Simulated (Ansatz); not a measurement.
The system is Re.

```
Re
1.0
     2.76639    0.00000    0.00000
    -1.38319    2.39576    0.00000
     0.00000    0.00000    8.93885
Re
4
Direct
  0.66667 0.33333 0.75000
  0.00000 0.00000 0.50000
  0.33333 0.66667 0.25000
  0.00000 0.00000 0.00000
```

* Program: Ansatz 0.2.0
* Task: relaxation of cell and atoms
* Functional: r2SCAN
* Dispersion: D3(BJ)
* Potentials or basis: Ansatz PAW
* Cutoff: 500 eV (not typed: the program's choice for these potentials)
* k mesh: 11 × 11 × 3
* Occupations: fermi-dirac, width 0.05 eV
* Spin: no spin polarisation

At the start: volume 14.81 Å³/atom.

How do energy, volume and symmetry change on relaxing?

It ends after 4 steps and the volume is 14.56 Å³/atom (-1.7 %); space group P6_3/mmc (No. 194, to 0.05 Å).

Step by step:
| step | energy change (eV) | largest force (eV/Å) | volume (Å³) |
| --- | --- | --- | --- |
| 1 | 0.0000 | 0.0000 | 59.24 |
| 2 | -0.0209 | 0.0000 | 58.32 |
| 3 | -0.0210 | 0.0000 | 58.24 |
| 4 | -0.0208 | 0.0000 | 58.24 |

Final structure:
```
CELL_PARAMETERS angstrom
2.74915 0.00000 0.00000
-1.37457 2.38083 0.00000
0.00000 0.00000 8.89833
ATOMIC_POSITIONS crystal
Re 0.66667 0.33333 0.75000
Re 0.00000 0.00000 0.50000
Re 0.33333 0.66667 0.25000
Re 0.00000 0.00000 0.00000
```

Caveat: the plane-wave basis is chosen anew once the cell has moved, so the energies of steps on either side of that aren't comparable; pairwise dispersion overbinds metals, which lowers pressure and volume; the PAW data sets come from PBE, with cores solved anew for the run's functional, which leaves a small shift of forces and pressure; the dispersion damping was fitted for another functional or another form of the correction.
